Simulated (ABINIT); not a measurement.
## Converging GW for GaP (F-43m) in ABINIT

Aim: raise bands and screening cutoff together for GaP (F-43m) and follow gap and time.

Main program and level: ABINIT 10.8.3; LDA and many-body steps on it, plane waves.

## Step 1: The structure

It takes space group F-43m (No. 216, cubic). Conventional cell: a = 5.450 Å, b = 5.450 Å, c = 5.450 Å, α = 90.00°, β = 90.00°, γ = 90.00°. Ga has 4 P at 2.36 Å nearest. Nearest to P lie 4 Ga at 2.36 Å. Farther neighbours are not listed.

Coordinates:

```cif
data_structure
_symmetry_space_group_name_H-M 'F-43m'
_symmetry_Int_Tables_number 216
_cell_length_a 5.4505
_cell_length_b 5.4505
_cell_length_c 5.4505
_cell_angle_alpha 90.000
_cell_angle_beta 90.000
_cell_angle_gamma 90.000
_cell_volume 161.92
loop_
_atom_site_label
_atom_site_type_symbol
_atom_site_symmetry_multiplicity
_atom_site_Wyckoff_symbol
_atom_site_fract_x
_atom_site_fract_y
_atom_site_fract_z
_atom_site_occupancy
Ga1 Ga 4 a 0.00000 0.00000 0.00000 1
P1 P 4 d 0.25000 0.25000 0.75000 1
```

The cell and positions come from the Crystallography Open Database and are kept as given unless a step says otherwise.

## Step 2: Empty states on the mesh, 4×4×4 mesh, 1048 bands

This step: ABINIT 10.8.3; DFT, LDA, plane waves, norm-conserving pseudopotentials.

The sums over transitions need many empty states on a uniform mesh; this step solves for them.

run.abi reads:

```
acell 3*1.0 Angstrom
rprim 
  0.000000000000 2.725250000000 2.725250000000
  2.725250000000 0.000000000000 2.725250000000
  2.725250000000 2.725250000000 0.000000000000
ntypat 2
znucl 31 15
natom 2
typat 1 2
xred 
  0.000000000000 0.000000000000 0.000000000000
  0.250000000000 0.250000000000 0.250000000000
pp_dirpath "pseudos"
pseudos "Ga.upf, P.upf"
ecut 45
ngkpt 4 4 4
nshiftk 1
shiftk 0 0 0
kptopt 1
chksymbreak 0
irdden 1
istwfk *1
nband 1048
prtvol 0
optdriver 6
gwr_task "HDIAGO"
paral_kgb 0
occopt 1
indata_prefix "in"
outdata_prefix "out"
tmpdata_prefix "tmp"
```

Command:

```sh
> OMP_NUM_THREADS=1 mpirun -n 4 abinit run.abi > log
```

Output:

```text
.Version 10.8.3 of ABINIT. v10.8.2 released Aug 2026.

 Symmetries : space group F-4 3 m (#216); Bravais cF (face-center cubic)
[... echo of the input left out ...]
== DATASET  1 ==================================================================
-   mpi_nproc: 4, omp_nthreads: 1 (-1 if OMP is not activated)

--- !DatasetInfo
iteration_state: {dtset: 1, }
dimensions: {natom: 2, nkpt: 8, mband: 1048, nsppol: 1, nspinor: 1, nspden: 1, mpw: 3972, }
cutoff_energies: {ecut:  45.0, pawecutdg:  -1.0, }
[...]
Indirect band gap semiconductor
 Fundamental gap:     1.490 (eV)
   VBM:     5.080 (eV) at k: [ 0.0000E+00,  0.0000E+00,  0.0000E+00]
   CBM:     6.570 (eV) at k: [ 5.0000E-01,  0.0000E+00,  0.0000E+00]
 Direct gap:         1.590 (eV) at k: [ 0.0000E+00,  0.0000E+00,  0.0000E+00]

== END DATASET(S) ==============================================================
================================================================================

 -outvars: echo values of variables after computation  --------
           etotal      0.0000000000E+00
            nband        1048
             nkpt           8
          spgroup         216
 [... the other variables as echoed above ...]

 Calculation completed.
```

Wall time 1.8 min (4 MPI ranks of Arm Neoverse V1, shared host); peak memory 3.8 GiB.

Numbers from this step:

```yaml
gap: 1.490 eV
k_of_the_valence_top: 0, 0, 0
k_of_the_conduction_bottom: 0.5, 0, 0
least_direct_gap: 1.590 eV
k_points_computed: 8
lowest_point_of_the_top_converged_band_above_the_valence_top: 485.0819 eV
```

On this mesh the gap is 1.490 eV.

The density comes from a self-consistent run that is not shown.

## Step 3: Screening, 4×4×4 mesh, 141 bands, screening to 149.7 eV

The RPA dielectric matrix is built and inverted for each q.

This step: RPA screening on LDA, plane waves, norm-conserving pseudopotentials.

Edit run.abi of step 2 so:

```diff
@@ -20,10 +20,11 @@
 chksymbreak 0
-irdden 1
 istwfk *1
-nband 1048
-prtvol 0
-optdriver 6
-gwr_task "HDIAGO"
-paral_kgb 0
 occopt 1
+irdwfk 1
+optdriver 3
+nband 141
+ecuteps 5.5
+inclvkb 2
+awtr 1
+symchi 1
 indata_prefix "in"
```

Output:

```text
.Version 10.8.3 of ABINIT. v10.8.2 released Aug 2026.

 Symmetries : space group F-4 3 m (#216); Bravais cF (face-center cubic)
[... echo of the input left out ...]
== DATASET  1 ==================================================================
-   mpi_nproc: 4, omp_nthreads: 1 (-1 if OMP is not activated)

--- !DatasetInfo
iteration_state: {dtset: 1, }
dimensions: {natom: 2, nkpt: 8, mband: 141, nsppol: 1, nspinor: 1, nspden: 1, mpw: 3972, }
cutoff_energies: {ecut:  45.0, pawecutdg:  -1.0, }
electrons: {nelect:   2.60000000E+01, charge:   0.00000000E+00, occopt:   1.00000000E+00, tsmear:   1.00000000E-02, }

 SCREENING: Calculation of the susceptibility and dielectric matrices

 Based on a program developped by R.W. Godby, V. Olevano, G. Onida, and L. Reining.
 Incorporated in ABINIT by V. Olevano, G.-M. Rignanese, and M. Torrent.
.Using double precision arithmetic ; gwpc =  8

[... cell and pseudopotentials left out ...]
--------------------------------------------------------------------------------

 ==== K-mesh for the wavefunctions ====
 Number of points in the irreducible wedge :     8
[... list of points left out ...]
 Together with 24 symmetry operations and time-reversal symmetry
 yields    64 points in the full Brillouin Zone.

 ==== Q-mesh for the screening function ====
 Number of points in the irreducible wedge :     8
[... list of points left out ...]
 Together with 24 symmetry operations and time-reversal symmetry
 yields    64 points in the full Brillouin Zone.

 setmesh: FFT mesh size selected  =    30x   30x   30
          total number of points  =        27000

 vcoul_init : cutoff-mode = AUXILIARY_FUNCTION
 q-points for optical limit:   1
     1)      0.000010    0.000020    0.000030

- screening: taking advantage of time-reversal symmetry
- Maximum band index for partially occupied states nbvw = 13
- Remaining bands to be divided among processors   nbcw = 128
- Number of bands treated by each node ~32

 Number of electrons calculated from density =   26.0000; Expected =   26.0000
 average of density, n =  0.095176
 r_s =    1.3587
 omega_plasma =   29.7591 [eV]

 calculating chi0 at frequencies [eV] :
  1    0.000000E+00    0.000000E+00
  2    0.000000E+00    2.975908E+01

--------------------------------------------------------------------------------
  q-point number  1        q = ( 0.000000, 0.000000, 0.000000) [r.l.u.]
--------------------------------------------------------------------------------
[... chi0 elements left out ...]
 For q-point:  0.000010 0.000020 0.000030
  dielectric constant =  21.1947
  dielectric constant without local fields =  22.9497

  Average fulfillment of the sum rule on Im[epsilon] for q-point    1 :     52.10  [%]
[... wings left out ...]
  q-point number  2        q = ( 0.250000, 0.000000, 0.000000) [r.l.u.]
--------------------------------------------------------------------------------
[... chi0 elements left out ...]
  Average fulfillment of the sum rule on Im[epsilon] for q-point    2 :     58.42  [%]

 [... 6 further q-points ...]
```

It took 41 s on 4 MPI ranks; peak memory 1 GiB; 2.8 min of CPU time.

This step gave:

```yaml
eps_infinity_with_local_fields_on_this_mesh_along_the_program_s_q_direction: 21.19
the_same_without_local_fields: 22.95
plasma_frequency: 29.76 eV
plane_waves_in_the_screening_matrix: 169
```

Local fields lower ε∞ by 8 %. On a Γ-centred mesh this coarse the value itself is usually too large, while a short band sum pulls it down.

## Step 4: 141 bands, 149.7 eV

The self-energy is evaluated for the states that the input lists, and the levels follow from it, in one-shot runs by the linearised quasiparticle equation.

This step: G0W0 on LDA, plane waves, norm-conserving pseudopotentials.

Edit run.abi of step 3 so:

```diff
@@ -23,8 +23,19 @@
 irdwfk 1
-optdriver 3
+optdriver 4
 nband 141
+gwcalctyp 0
+ecutsigx 45
+symsigma 1
+nkptgw 3
+kptgw 
+  0.0000000000 0.0000000000 0.0000000000
+  0.5000000000 0.0000000000 0.0000000000
+  0.5000000000 0.5000000000 0.0000000000
+bdgw 
+  11 17
+  12 16
+  12 15
 ecuteps 5.5
-inclvkb 2
-awtr 1
-symchi 1
+irdscr 1
+ppmodel 1
 indata_prefix "in"
```

Output:

```text
.Version 10.8.3 of ABINIT. v10.8.2 released Aug 2026.

 Symmetries : space group F-4 3 m (#216); Bravais cF (face-center cubic)
[... echo of the input left out ...]
== DATASET  1 ==================================================================
-   mpi_nproc: 4, omp_nthreads: 1 (-1 if OMP is not activated)

--- !DatasetInfo
iteration_state: {dtset: 1, }
dimensions: {natom: 2, nkpt: 8, mband: 141, nsppol: 1, nspinor: 1, nspden: 1, mpw: 3972, }
cutoff_energies: {ecut:  45.0, pawecutdg:  -1.0, }
electrons: {nelect:   2.60000000E+01, charge:   0.00000000E+00, occopt:   1.00000000E+00, tsmear:   1.00000000E-02, }

 SIGMA: Calculation of the GW corrections

 Based on a program developped by R.W. Godby, V. Olevano, G. Onida, and L. Reining.
 Incorporated in ABINIT by V. Olevano, G.-M. Rignanese, and M. Torrent.
.Using double precision arithmetic ; gwpc =  8

[... cell and pseudopotentials left out ...]
--------------------------------------------------------------------------------

 ==== K-mesh for the wavefunctions ====
 Number of points in the irreducible wedge :     8
[... list of points left out ...]
 Together with 24 symmetry operations and time-reversal symmetry
 yields    64 points in the full Brillouin Zone.

 ==== Q-mesh for screening function ====
 Number of points in the irreducible wedge :     8
[... list of points left out ...]
 Together with 24 symmetry operations and time-reversal symmetry
 yields    64 points in the full Brillouin Zone.

 vcoul_init : cutoff-mode = AUXILIARY_FUNCTION
 q-points for optical limit:   1
     1)      0.000010    0.000020    0.000030
 setmesh: FFT mesh size selected  =    45x   45x   45
          total number of points  =        91125

 Number of electrons calculated from density =   26.0000; Expected =   26.0000
 average of density, n =  0.095176
 r_s =    1.3587
 omega_plasma =   29.7591 [eV]

 === KS Band Gaps ===
  >>>> For spin  1
   Minimum direct gap =   1.5896 [eV], located at k-point      :   0.0000  0.0000  0.0000
   Fundamental gap    =   1.4901 [eV], Top of valence bands at :   0.0000  0.0000  0.0000
                                       Bottom of conduction at :   0.5000  0.0000  0.0000
 SIGMA fundamental parameters:
 PLASMON POLE MODEL  1
 number of plane-waves for SigmaX                 3839
 number of plane-waves for SigmaC and W            169
 number of plane-waves for wavefunctions          3839
 number of bands                                   141
 number of independent spin polarizations            1
 number of spinorial components                      1
 number of k-points in IBZ                           8
 number of q-points in IBZ                           8
 number of symmetry operations                      24
 number of k-points in BZ                           64
 number of q-points in BZ                           64
 number of frequencies for dSigma/dE                 9
 frequency step for dSigma/dE [eV]                0.25
 number of omega for Sigma on real axis              0
 max omega for Sigma on real axis  [eV]           0.00
 zcut for avoiding poles [eV]                     0.10

 EPSILON^-1 parameters (SCR file):
 dimension of the eps^-1 matrix on file            169
 dimension of the eps^-1 matrix used               169
 number of plane-waves for wavefunctions          3839
 number of bands                                   141
 number of q-points in IBZ                           8
 number of frequencies                               2
 number of real frequencies                          1
 number of imag frequencies                          1

 matrix elements of self-energy operator (all in [eV])

 Perturbative Calculation

--- !SelfEnergy_ee
iteration_state: {dtset: 1, }
kpoint     : [   0.000,    0.000,    0.000, ]
spin       : 1
KS_gap     :    1.590
QP_gap     :    2.663
Delta_QP_KS:    1.073
data: !SigmaeeData |
     Band     E0 <VxcDFT>   SigX SigC(E0)      Z dSigC/dE  Sig(E)    E-E0       E
       11   5.080 -13.243 -15.212   1.090   0.782  -0.278 -13.930  -0.687   4.393
       12   5.080 -13.243 -15.212   1.090   0.782  -0.278 -13.930  -0.687   4.393
       13   5.080 -13.243 -15.212   1.090   0.782  -0.278 -13.930  -0.687   4.393
       14   6.669 -13.070  -8.220  -4.360   0.789  -0.268 -12.684   0.386   7.055
       15   8.868 -11.691  -6.765  -4.405   0.795  -0.258 -11.277   0.413   9.281
       16   8.868 -11.691  -6.765  -4.405   0.795  -0.258 -11.277   0.413   9.281
[...]
--- !SelfEnergy_ee
iteration_state: {dtset: 1, }
kpoint     : [   0.500,    0.000,    0.000, ]
spin       : 1
KS_gap     :    2.621
QP_gap     :    3.635
Delta_QP_KS:    1.014
data: !SigmaeeData |
     Band     E0 <VxcDFT>   SigX SigC(E0)      Z dSigC/dE  Sig(E)    E-E0       E
[...]
--- !SelfEnergy_ee
iteration_state: {dtset: 1, }
kpoint     : [   0.500,    0.500,    0.000, ]
spin       : 1
KS_gap     :    4.208
QP_gap     :    5.034
Delta_QP_KS:    0.826
data: !SigmaeeData |
     Band     E0 <VxcDFT>   SigX SigC(E0)      Z dSigC/dE  Sig(E)    E-E0       E
[...]
13   2.370 -11.897 -14.703   1.930   0.774  -0.292 -12.575  -0.678   1.692
       14   6.578 -10.110  -5.956  -3.971   0.807  -0.238  -9.962   0.148   6.726
       15   6.756 -11.235  -6.908  -4.011   0.801  -0.249 -10.982   0.253   7.009

== END DATASET(S) ==============================================================
================================================================================

 -outvars: echo values of variables after computation  --------
           etotal      0.0000000000E+00
            nband         141
             nkpt           8
          spgroup         216
 [... the other variables as echoed above ...]

 Calculation completed.
```

Elapsed: 14 s, on 4 MPI ranks; peak memory 0.94 GiB; 56 s of CPU time.

Numbers from this step:

- G0W0 gap on the points computed: 2.333 eV
- starting gap on the mesh: 1.490 eV
- k of the valence top: 0, 0, 0
- k of the conduction bottom: 0.5, 0.5, 0
- Z at the valence top: 0.782
- Z at the conduction bottom: 0.807
- least direct G0W0 gap on the computed points: 2.662 eV

The gap on the mesh goes from 1.49 eV to 2.33 eV, a correction of +0.84 eV.

## Step 5: Screening, 4×4×4 mesh, 216 bands, screening to 203.5 eV

This step: RPA screening on LDA, plane waves, norm-conserving pseudopotentials.

Edit run.abi of step 4 so:

```diff
@@ -23,19 +23,8 @@
 irdwfk 1
-optdriver 4
-nband 141
-gwcalctyp 0
-ecutsigx 45
-symsigma 1
-nkptgw 3
-kptgw 
-  0.0000000000 0.0000000000 0.0000000000
-  0.5000000000 0.0000000000 0.0000000000
-  0.5000000000 0.5000000000 0.0000000000
-bdgw 
-  11 17
-  12 16
-  12 15
-ecuteps 5.5
-irdscr 1
-ppmodel 1
+optdriver 3
+nband 216
+ecuteps 7.48
+inclvkb 2
+awtr 1
+symchi 1
 indata_prefix "in"
```

Output:

```text
.Version 10.8.3 of ABINIT. v10.8.2 released Aug 2026.

 Symmetries : space group F-4 3 m (#216); Bravais cF (face-center cubic)
[... echo of the input left out ...]
== DATASET  1 ==================================================================
-   mpi_nproc: 4, omp_nthreads: 1 (-1 if OMP is not activated)

--- !DatasetInfo
iteration_state: {dtset: 1, }
dimensions: {natom: 2, nkpt: 8, mband: 216, nsppol: 1, nspinor: 1, nspden: 1, mpw: 3972, }
cutoff_energies: {ecut:  45.0, pawecutdg:  -1.0, }
electrons: {nelect:   2.60000000E+01, charge:   0.00000000E+00, occopt:   1.00000000E+00, tsmear:   1.00000000E-02, }

 SCREENING: Calculation of the susceptibility and dielectric matrices

 Based on a program developped by R.W. Godby, V. Olevano, G. Onida, and L. Reining.
 Incorporated in ABINIT by V. Olevano, G.-M. Rignanese, and M. Torrent.
.Using double precision arithmetic ; gwpc =  8

[... cell and pseudopotentials left out ...]
--------------------------------------------------------------------------------

 ==== K-mesh for the wavefunctions ====
 Number of points in the irreducible wedge :     8
[... list of points left out ...]
 Together with 24 symmetry operations and time-reversal symmetry
 yields    64 points in the full Brillouin Zone.

 ==== Q-mesh for the screening function ====
 Number of points in the irreducible wedge :     8
[... list of points left out ...]
 Together with 24 symmetry operations and time-reversal symmetry
 yields    64 points in the full Brillouin Zone.

 setmesh: FFT mesh size selected  =    32x   32x   32
          total number of points  =        32768

 vcoul_init : cutoff-mode = AUXILIARY_FUNCTION
 q-points for optical limit:   1
     1)      0.000010    0.000020    0.000030

- screening: taking advantage of time-reversal symmetry
- Maximum band index for partially occupied states nbvw = 13
- Remaining bands to be divided among processors   nbcw = 203
- Number of bands treated by each node ~50

 Number of electrons calculated from density =   26.0000; Expected =   26.0000
 average of density, n =  0.095176
 r_s =    1.3587
 omega_plasma =   29.7591 [eV]

 calculating chi0 at frequencies [eV] :
  1    0.000000E+00    0.000000E+00
  2    0.000000E+00    2.975908E+01

--------------------------------------------------------------------------------
  q-point number  1        q = ( 0.000000, 0.000000, 0.000000) [r.l.u.]
--------------------------------------------------------------------------------
[... chi0 elements left out ...]
 For q-point:  0.000010 0.000020 0.000030
  dielectric constant =  21.2075
  dielectric constant without local fields =  22.9535

  Average fulfillment of the sum rule on Im[epsilon] for q-point    1 :     62.48  [%]
[... wings left out ...]
  q-point number  2        q = ( 0.250000, 0.000000, 0.000000) [r.l.u.]
--------------------------------------------------------------------------------
[... chi0 elements left out ...]
  Average fulfillment of the sum rule on Im[epsilon] for q-point    2 :     68.60  [%]

 [... 6 further q-points ...]
```

Run time: 81 s. Hardware: 4 MPI ranks; peak memory 1.5 GiB; 5.4 min of CPU time.

This step gave:

```yaml
eps_infinity_with_local_fields_on_this_mesh_along_the_program_s_q_direction: 21.21
the_same_without_local_fields: 22.95
plasma_frequency: 29.76 eV
plane_waves_in_the_screening_matrix: 283
```

[end of part 1 of 2]

[Paths, hosts, dates, memory and timing lines, banners, echoed tables and standing remarks are left out of the program output.]

[Logs are printed without paths, hosts, clocks, repeated set-up lines and the standing remarks that a program may print on its own settings, such as how far it seeks lower states.]

[Runs of the session that timed out or met a known fault of the program may be left out.]

[Hosts, paths, dates, database ids (printed as entryN), source tags and the programs' standing remarks are cut or masked in the printed files.]

[G0W0 gaps are taken among the corrected bands and points alone; a level outside them can change the order at an edge.]

[Where Ansatz stands beside ABINIT at settings called matched, ABINIT's density can come from a denser mesh and the files from another edition; pairs whose starting gaps differed by over 0.03 eV were left out, so agreement reads better than it is.]
